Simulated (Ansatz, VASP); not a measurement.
## Nb in VASP and in Ansatz

Contents of INCAR:

```
SYSTEM = Nb
ALGO = Normal ; EDIFF = 1E-6
ENCUT = 520 ; ISIF = 2
ISMEAR = -1 ; LASPH = .TRUE.
LCHARG = .FALSE. ; LREAL = .FALSE.
LWAVE = .FALSE. ; NBANDS = 12
NELM = 60 ; PREC = Accurate
SIGMA = 0.2
```

The input KPOINTS:

```
k-points
0
G
  14 14 14
  0 0 0
```

The input POSCAR:

```
Nb
1.0
   -1.6231103068      1.6231103068      1.6231103068
    1.6231103068     -1.6231103068      1.6231103068
    1.6231103068      1.6231103068     -1.6231103068
Nb
1
Direct
    0.0000000000      0.0000000000      0.0000000000
```

Input for Ansatz:

```yaml
crystal:
  lattice:
    - [-1.6231103068, 1.6231103068, 1.6231103068]
    - [1.6231103068, -1.6231103068, 1.6231103068]
    - [1.6231103068, 1.6231103068, -1.6231103068]
  atoms:
    - { symbol: Nb, position: [0.0, 0.0, 0.0] }
hamiltonian:
  xc: lda
  pseudopotentials:
    kind: paw
    azcp:
      Nb: "pseudopotentials/Nb.paw.azcp"
basis:
  ecutwfc: 420
  fft_grid_basis: typed
kpoints:
  mp_grid: { grid: [14, 14, 14], shift: [0, 0, 0] }
magnetization:
  spin_polarized: false
scf:
  occupations: { method: fermi_dirac, width: 0.2 }
  lower_state_search: "off"
output:
  stress: true
```

Alike in both runs: task single point; functional LDA; k mesh 14 × 14 × 14; occupations fermi-dirac, width 0.2 eV; no spin polarisation.

|  | VASP | Ansatz |
| --- | --- | --- |
| version | VASP 6.6.1 | Ansatz 0.2.0 |
| potentials or method | VASP PAW LDA potentials, release 64 (Nb_sv) | plane waves (420 eV) with PAW, scalar-relativistic |
| plane-wave cutoff (eV) | 520 | 420 |
| valence electrons in the cell | 13 | 13 |

|  | VASP | Ansatz | Ansatz less VASP |
| --- | --- | --- | --- |
| pressure (GPa) | 1.0 | 1.2 | +0.15 |

Ansatz warned: «pseudo_functional_mismatch».
